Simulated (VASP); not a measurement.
# Zn (Fm-3m) in VASP: notebook

The runs below take Zn through single point, relaxation of cell and atoms, with r2SCAN.

Everything below comes from runs of VASP 6.6.1. Logs are shortened: lines on timing, memory, paths and dates and some standing lists are left out, and cuts for length are marked.

### 1 The structure

The structure is cubic, space group Fm-3m (No. 225). The conventional cell has a = 3.930 Å, b = 3.930 Å, c = 3.930 Å, α = 90.00°, β = 90.00°, γ = 90.00°. Around Zn (site symmetry m-3m) lie 12 Zn at 2.78 Å.

This isn't the form of Zn at room conditions, which is hcp.

### 2 Single point, r2SCAN

POSCAR reads:

```
Zn
1.0
    0.0000000000      1.9647760000      1.9647760000
    1.9647760000      0.0000000000      1.9647760000
    1.9647760000      1.9647760000      0.0000000000
Zn
1
Direct
    0.0000000000      0.0000000000      0.0000000000
```

INCAR.step1 reads:

```
  ALGO = Normal
  EDIFF = 1E-4
  ENCUT = 520
  GGA = PE
  ISMEAR = 0
  LASPH = True
  LCHARG = False
  LREAL = False
  LWAVE = True
  NBANDS = 12
  NELM = 80
  PREC = Accurate
  SIGMA = 0.1
```

INCAR.step2 reads:

```
  ALGO = Normal
  EDIFF = 1E-6
  ENCUT = 520
  ISIF = 2
  ISMEAR = 0
  ISTART = 1
  LASPH = True
  LCHARG = False
  LMIXTAU = True
  LREAL = False
  LWAVE = False
  METAGGA = R2SCAN
  NBANDS = 12
  NELM = 80
  PREC = Accurate
  SIGMA = 0.1
```

KPOINTS reads:

```
k-points
0
Gamma
  8 8 8
```

Potentials or basis: VASP PAW PBE potentials, release 64 (Zn).

Launch:

```sh
cat potpaw_PBE.64/Zn/POTCAR > POTCAR
cp INCAR.step1 INCAR
mpirun -np 1 vasp_std > vasp.out
cp INCAR.step2 INCAR
mpirun -np 1 vasp_std > vasp.out
```

OUTCAR:

```text
EDIFF = 1E-6
   ENCUT = 520
   ISIF = 2
   ISMEAR = 0
   ISTART = 1
   LASPH = True
   LREAL = False
   METAGGA = R2SCAN
   NELM = 80
   PREC = Accurate

 ion  position               nearest neighbor table
   1  0.000  0.000  0.000-

  LATTYP: Found a face centered cubic cell.
 ALAT       =     3.9295520000

  Lattice vectors:

 A1 = (   0.0000000000,   1.9647760000,   1.9647760000)
 A2 = (   1.9647760000,   0.0000000000,   1.9647760000)
 A3 = (   1.9647760000,   1.9647760000,   0.0000000000)

Analysis of symmetry for initial positions (statically):
=====================================================================
 Subroutine PRICEL returns:
 Original cell was already a primitive cell.

 Routine SETGRP: Setting up the symmetry group for a
 face centered cubic supercell.

 Subroutine GETGRP returns: Found 48 space group operations
 (whereof 48 operations were pure point group operations)
 out of a pool of 48 trial point group operations.

The static configuration has the point symmetry O_h .

Analysis of symmetry for dynamics (positions and initial velocities):
=====================================================================
 Subroutine PRICEL returns:
 Original cell was already a primitive cell.

 Routine SETGRP: Setting up the symmetry group for a
 face centered cubic supercell.

 Subroutine GETGRP returns: Found 48 space group operations
 (whereof 48 operations were pure point group operations)
 out of a pool of 48 trial point group operations.

The dynamic configuration has the point symmetry O_h .

 Subroutine INISYM returns: Found 48 space group operations
 (whereof 48 operations are pure point group operations),
 and found     1 'primitive' translations

----------------------------------------------------------------------------------------

                                     Primitive cell

  volume of cell :      15.1694

  direct lattice vectors                    reciprocal lattice vectors
     0.000000000  1.964776000  1.964776000    -0.254481936  0.254481936  0.254481936
     1.964776000  0.000000000  1.964776000     0.254481936 -0.254481936  0.254481936
     1.964776000  1.964776000  0.000000000     0.254481936  0.254481936 -0.254481936

  length of vectors
     2.778612866  2.778612866  2.778612866     0.440775643  0.440775643  0.440775643

  position of ions in fractional coordinates (direct lattice)
     0.000000000  0.000000000  0.000000000

  ion indices of the primitive-cell ions
   primitive index   ion index
[... 82 lines left out ...]
   TEBEG  =    0.0;   TEEND  =   0.0 temperature during run
   PSTRESS=    0.0 pullay stress
   NELECT =      12.0000    total number of electrons
   NUPDOWN=      -1.0000    fix difference up-down
   EMIN   =  10.00;   EMAX   =-10.00  energy-range for DOS
   EFERMI =   0.00;   METHOD = LEGACY
   ISMEAR =     0;   SIGMA  =   0.10  broadening in eV -4-tet -1-fermi 0-gaus
   EFERMI_NEDOS =   21; number of points for ismear=-14 and -15
   IALGO  =     38    algorithm
   IMIX   =      4    mixing-type and parameters
     AMIX     =   0.40;   BMIX     =  1.00
     AMIX_MAG =   1.60;   BMIX_MAG =  1.00
  volume/ion in A,a.u.               =      15.17       102.37
  Fermi-wavevector in a.u.,A,eV,Ry     =   1.514069  2.861175 31.190044  2.292404
  Thomas-Fermi vector in A             =   2.623775
   LORBIT       =      0    0 simple, 1 ext, 2 COOP (PROOUT), +10 PAW based schemes
   METAGGA = R2SCAN    functional components
   LHFCALC =     F    Hartree Fock is set to
   AEXX    =    0.0000 exact exchange contribution
   IVDW    =     0    specifies the selected vdW correction
   LEPSILON=     F    determine dielectric tensor
   LRPA    =     F    only Hartree local field effects (RPA)
 non-spin polarized calculation
 Gauss-broadening in eV      SIGMA  =   0.10
  energy-cutoff  :      520.00
  volume of cell :       15.17
 maximum number of plane-waves:       419
 NGX is ok and might be reduce to    24
   NGX = 11   NGY = 11   NGZ = 11

 number of electron      12.0000008 magnetization

 Free energy of the ion-electron system (eV)
  ---------------------------------------------------
  ext. energy  EPLUGINS =         0.00000000
  ---------------------------------------------------
  free energy    TOTEN  =        -8.84971727 eV

  energy without entropy =       -8.84842068  energy(sigma->0) =       -8.84906897

 E-fermi :   2.6462     XC(G=0): -12.6784

 val. band max:        2.4644488232   @ k =  -0.3750   0.2500   0.1250
 cond. band min:       2.7426077360   @ k =   0.5000   0.1250   0.0000
 fundamental gap:      0.2781589128
 Fermi energy:         2.6462039673

 k-point     1 :       0.0000    0.0000    0.0000
  band No.  band energies     occupation
      1      -7.8800      2.00000
      2      -4.9790      2.00000
      3      -4.9789      2.00000
      4      -4.9789      2.00000
      5      -4.5929      2.00000
      6      -4.5929      2.00000
      7      22.3113      0.00000
      8      22.3113      0.00000
      9      22.3113      0.00000
     10      22.6653      0.00000
     11      24.7984      0.00000
     12      24.7984      0.00000
[... 331 lines left out ...]
 k-point    24 :      -0.3750    0.2500    0.1250
  band No.  band energies     occupation
      1      -5.3964      2.00000
      2      -5.1475      2.00000
      3      -4.7892      2.00000
      4      -4.7396      2.00000
      5      -4.3275      2.00000
      6       1.6943      2.00000
      7       2.4644      1.98984
      8      12.2593      0.00000
      9      12.7254      0.00000
     10      21.5990      0.00000
     11      24.4906      0.00000
     12      32.6031      0.00000

 [... further k-points ...]

------------------------ aborting loop because EDIFF is reached ----------------------------------------

  FORCE on cell =-STRESS in cart. coord.  units (eV):
  Direction    XX          YY          ZZ          XY          YZ          ZX
  --------------------------------------------------------------------------------------
  -------------------------------------------------------------------------------------
  Total       -0.3650027     -0.3650027     -0.3650027      0.0000000      0.0000000      0.0000000
  in kB      -38.5511647    -38.5511647    -38.5511647      0.0000000      0.0000000      0.0000000
  external PRESSURE =     -38.5511647 kB  Pullay stress =       0.0000000 kB

 VOLUME and BASIS-vectors are now :
 -----------------------------------------------------------------------------
  energy-cutoff  :      520.00
  volume of cell :       15.17
      direct lattice vectors                 reciprocal lattice vectors
     0.000000000  1.964776000  1.964776000    -0.254481936  0.254481936  0.254481936
     1.964776000  0.000000000  1.964776000     0.254481936 -0.254481936  0.254481936
     1.964776000  1.964776000  0.000000000     0.254481936  0.254481936 -0.254481936

 POSITION                                       TOTAL-FORCE (eV/Angst)
 -----------------------------------------------------------------------------------
      0.00000      0.00000      0.00000         0.000000      0.000000      0.000000
 -----------------------------------------------------------------------------------
    total drift:                                0.000000      0.000000      0.000000

  FREE ENERGIE OF THE ION-ELECTRON SYSTEM (eV)
  ---------------------------------------------------
  free  energy   TOTEN  =        -8.8497172705 eV

  energy  without entropy=       -8.8484206782  energy(sigma->0) =       -8.84906897
```

OUTCAR.step1:

```text
EDIFF = 1E-4
   ENCUT = 520
   GGA = PE
   ISMEAR = 0
   LASPH = True
   LREAL = False
[... 576 lines left out ...]

 POSITION                                       TOTAL-FORCE (eV/Angst)
 -----------------------------------------------------------------------------------
      0.00000      0.00000      0.00000         0.000000      0.000000      0.000000
 -----------------------------------------------------------------------------------
    total drift:                               -0.000000      0.000000      0.000000

  FREE ENERGIE OF THE ION-ELECTRON SYSTEM (eV)
  ---------------------------------------------------
  free  energy   TOTEN  =        -1.0799662274 eV

  energy  without entropy=       -1.0782237850  energy(sigma->0) =       -1.07909501
```

It took 32 s on 1 thread of Intel Xeon Platinum 8259CL at 2.50GHz (Skylake/Cascade Lake), shared host; peak memory 0.14 GiB.

Results:

- Free energy: -8.8497 eV
- Pressure: -3.9 GPa
- Band gap on the k mesh: none (metal or under the smearing width)

Caveat: the PAW data sets were made with another functional, which shifts forces and pressure a little.

### 3 Single point, r2SCAN

This run uses another cell than the first one, of 14.29 Å³/atom, 0.942 times its volume.

POSCAR reads:

```
Zn
1.0
    0.0000000000      1.9259435703      1.9259435703
    1.9259435703      0.0000000000      1.9259435703
    1.9259435703      1.9259435703      0.0000000000
Zn
1
Direct
    0.0000000000      0.0000000000      0.0000000000
```

INCAR.step1 reads:

```
PREC = Accurate
ENCUT = 520
ISMEAR = 0
SIGMA = 0.1
LREAL = False
LASPH = True
NELM = 100
NBANDS = 12
GGA = PE
ALGO = Normal
EDIFF = 1E-4
LWAVE = True
LCHARG = False
```

INCAR.step2 reads:

```
PREC = Accurate
ENCUT = 520
EDIFF = 1E-6
ISMEAR = 0
SIGMA = 0.1
LREAL = False
LASPH = True
NELM = 100
ALGO = Normal
ISIF = 2
LWAVE = False
LCHARG = False
METAGGA = R2SCAN
LMIXTAU = True
NBANDS = 12
ISTART = 1
```

KPOINTS reads:

```
Automatic mesh
0
Gamma
  18 18 18
```

Potentials or basis: VASP PAW PBE potentials, release 64 (Zn).

Launch:

```sh
cat potpaw_PBE.64/Zn/POTCAR > POTCAR
cp INCAR.step1 INCAR
mpirun -np 1 vasp_std > vasp.out
cp INCAR.step2 INCAR
mpirun -np 1 vasp_std > vasp.out
```

OUTCAR:

```text
PREC = Accurate
   ENCUT = 520
   EDIFF = 1E-6
   ISMEAR = 0
   LREAL = False
   LASPH = True
   NELM = 100
   ISIF = 2
   METAGGA = R2SCAN
   ISTART = 1

 ion  position               nearest neighbor table
   1  0.000  0.000  0.000-

  LATTYP: Found a face centered cubic cell.
 ALAT       =     3.8518871406

  Lattice vectors:

 A1 = (   0.0000000000,   1.9259435703,   1.9259435703)
 A2 = (   1.9259435703,   0.0000000000,   1.9259435703)
 A3 = (   1.9259435703,   1.9259435703,   0.0000000000)

Analysis of symmetry for initial positions (statically):
=====================================================================
 Subroutine PRICEL returns:
 Original cell was already a primitive cell.

 Routine SETGRP: Setting up the symmetry group for a
 face centered cubic supercell.

 Subroutine GETGRP returns: Found 48 space group operations
 (whereof 48 operations were pure point group operations)
 out of a pool of 48 trial point group operations.

The static configuration has the point symmetry O_h .

Analysis of symmetry for dynamics (positions and initial velocities):
=====================================================================
 Subroutine PRICEL returns:
[... 169 lines left out ...]
      5      -4.2839      2.00000
      6      -4.2839      2.00000
      7      23.5545      0.00000
      8      23.6307      0.00000
      9      23.6308      0.00000
     10      23.6308      0.00000
     11      26.0134      0.00000
     12      26.0134      0.00000
[... 331 lines left out ...]
 k-point    24 :      -0.2222    0.0556    0.0000
  band No.  band energies     occupation
      1      -6.1746      2.00000
      2      -4.7176      2.00000
      3      -4.6063      2.00000
      4      -4.5953      2.00000
      5      -4.2942      2.00000
      6      -4.1295      2.00000
      7      11.9205      0.00000
      8      18.7177      0.00000
      9      22.6114      0.00000
     10      23.6631      0.00000
     11      26.0156      0.00000
     12      26.8391      0.00000

 [... further k-points ...]

------------------------ aborting loop because EDIFF is reached ----------------------------------------

  FORCE on cell =-STRESS in cart. coord.  units (eV):
  Direction    XX          YY          ZZ          XY          YZ          ZX
  --------------------------------------------------------------------------------------
  -------------------------------------------------------------------------------------
  Total        0.0354350      0.0354350      0.0354350      0.0000000      0.0000000     -0.0000000
  in kB        3.9735798      3.9735798      3.9735798      0.0000000      0.0000000     -0.0000000
  external PRESSURE =       3.9735798 kB  Pullay stress =       0.0000000 kB

 VOLUME and BASIS-vectors are now :
 -----------------------------------------------------------------------------
  energy-cutoff  :      520.00
  volume of cell :       14.29
      direct lattice vectors                 reciprocal lattice vectors
     0.000000000  1.925943570  1.925943570    -0.259613006  0.259613006  0.259613006
     1.925943570  0.000000000  1.925943570     0.259613006 -0.259613006  0.259613006
     1.925943570  1.925943570  0.000000000     0.259613006  0.259613006 -0.259613006

 POSITION                                       TOTAL-FORCE (eV/Angst)
 -----------------------------------------------------------------------------------
      0.00000      0.00000      0.00000        -0.000000      0.000000      0.000000
 -----------------------------------------------------------------------------------
    total drift:                                0.000000      0.000000     -0.000000

  FREE ENERGIE OF THE ION-ELECTRON SYSTEM (eV)
  ---------------------------------------------------
  free  energy   TOTEN  =        -8.8684195116 eV

  energy  without entropy=       -8.8668264633  energy(sigma->0) =       -8.86762299
```

OSZICAR.step1:

```text
N       E                     dE             d eps       ncg     rms          rms(c)
DAV:   1     0.412730037283E+02    0.41273E+02   -0.66052E+03  4884   0.161E+03
DAV:   2    -0.486102777518E-02   -0.41278E+02   -0.38461E+02  4812   0.212E+02
DAV:   3    -0.118483313878E+01   -0.11800E+01   -0.11776E+01  5412   0.355E+01
DAV:   4    -0.118732268641E+01   -0.24895E-02   -0.24894E-02  5228   0.155E+00
DAV:   5    -0.118732429384E+01   -0.16074E-05   -0.16073E-05  4280   0.393E-02    0.322E+00
DAV:   6    -0.107993278285E+01    0.10739E+00   -0.57834E-01  5644   0.154E+01    0.238E+00
DAV:   7    -0.107401186175E+01    0.59209E-02   -0.10845E-02  5060   0.205E+00    0.121E+00
DAV:   8    -0.107143032305E+01    0.25815E-02   -0.11448E-03  5636   0.498E-01    0.336E-02
DAV:   9    -0.107143318729E+01   -0.28642E-05   -0.91074E-05  3460   0.147E-01
   1 F= -.10714332E+01 E0= -.10706216E+01  d E =-.162326E-02
```

Run time: 1.8 min. Hardware: 1 thread of Intel Xeon Platinum 8259CL at 2.50GHz (Skylake/Cascade Lake), shared host; peak memory 0.15 GiB.

Results:

* Free energy: -8.8684 eV
* Pressure: 0.4 GPa
* Band gap on the k mesh: none (metal or under the smearing width)

Caveat: the PAW data sets were made with another functional, which shifts forces and pressure a little.

### 4 Relaxation of cell and atoms, r2SCAN

POSCAR reads:

```
Zn
1.0
    0.0000000000      1.9647760000      1.9647760000
    1.9647760000      0.0000000000      1.9647760000
    1.9647760000      1.9647760000      0.0000000000
Zn
1
Direct
    0.0000000000      0.0000000000      0.0000000000
```

INCAR.step1 reads:

```
SYSTEM = Zn
  PREC = Accurate
  ENCUT = 600
  ISMEAR = 0
  SIGMA = 0.1
  LREAL = .FALSE.
  LASPH = .TRUE.
  NELM = 100
  GGA = PE
  ALGO = Normal
  EDIFF = 1E-4
  LWAVE = .TRUE.
  LCHARG = .FALSE.
```

INCAR.step2 reads:

```
SYSTEM = Zn
  PREC = Accurate
  ENCUT = 600
  EDIFF = 1E-6
  ISMEAR = 0
  SIGMA = 0.1
  LREAL = .FALSE.
  LASPH = .TRUE.
  NELM = 100
  ALGO = Normal
  ISIF = 3
  LWAVE = .FALSE.
  LCHARG = .FALSE.
  METAGGA = R2SCAN
  LMIXTAU = .TRUE.
  IBRION = 2
  NSW = 100
  EDIFFG = -0.005
  ISTART = 1
```

KPOINTS reads:

```
Automatic mesh
0
G
  18 18 18
  0 0 0
```

Launch:

```sh
cat potpaw_PBE.64/Zn/POTCAR > POTCAR
cp INCAR.step1 INCAR
mpirun -np 1 vasp_std > vasp.out
cp INCAR.step2 INCAR
mpirun -np 1 vasp_std > vasp.out
```

Run time: 4 min. Hardware: 1 thread of Intel Xeon Platinum 8259CL at 2.50GHz (Skylake/Cascade Lake), shared host; peak memory 0.18 GiB.

The run converged. Its results:

```
Free energy                            : -8.8700 eV
Relaxed volume                         : 14.33 Å³/atom
Relaxed cell                           : a = 2.726 Å, b = 2.726 Å, c = 2.726 Å, α = 60.00°, β = 60.00°, γ = 60.00°
Space group after relaxing (to 0.05 Å) : Fm-3m (No. 225)
Energy gained by relaxing              : 12.9 meV/atom
Ionic steps                            : 4
Pressure after relaxing                : 0.0 GPa
Band gap on the k mesh                 : none (metal or under the smearing width)
```

Step by step:
```
step  energy change (eV)  largest force (eV/Å)  pressure (GPa)  volume (Å³)
   1              0.0000                0.0000           -4.28        15.17
   2             -0.0129                0.0000            0.25        14.30
   3             -0.0129                0.0000           -0.14        14.33
   4             -0.0129                0.0000            0.04        14.33
```

Final structure:
```
Zn
1.0
     0.00000    1.92777    1.92777
     1.92777    0.00000    1.92777
     1.92777    1.92777    0.00000
Zn
1
Cartesian
  1.9278 1.9278 0.0000
```

Levels at points of the mesh, in eV from the Fermi level:
```csv
k point,band 3,band 4,band 5,band 6,band 7,band 8,band 9,band 10
"(0.00, 0.00, 0.00)",-8.06,-8.06,-7.63,-7.63,20.18,20.24,20.24,20.24
"(0.50, 0.00, 0.00)",-8.06,-7.31,-7.31,-3.31,-1.21,16.93,16.93,18.75
"(0.50, 0.50, 0.00)",-7.33,-7.23,-7.23,-1.21,2.19,9.30,9.30,12.79
```

Caveat: the PAW data sets were made with another functional, which shifts forces and pressure a little.

### 5 Overview

```tsv
task	cell	k mesh	cutoff (eV)	gap on the mesh (eV)	pressure (GPa)
single point	Fm-3m, 15.17 Å³/atom	8 × 8 × 8	520	none	-3.9
single point	Fm-3m, 14.29 Å³/atom	18 × 18 × 18	520	none	0.4
relaxation of cell and atoms	relaxed	18 × 18 × 18	600	none	0.0
```

Alike in all rows: level r2SCAN; potentials or basis VASP PAW PBE potentials, release 64 (Zn); no spin polarisation; smearing gaussian 0.1 eV.

Caveats: the PAW data sets were made with another functional, which shifts forces and pressure a little.

Absolute energies hang on the potentials; compare differences alone.
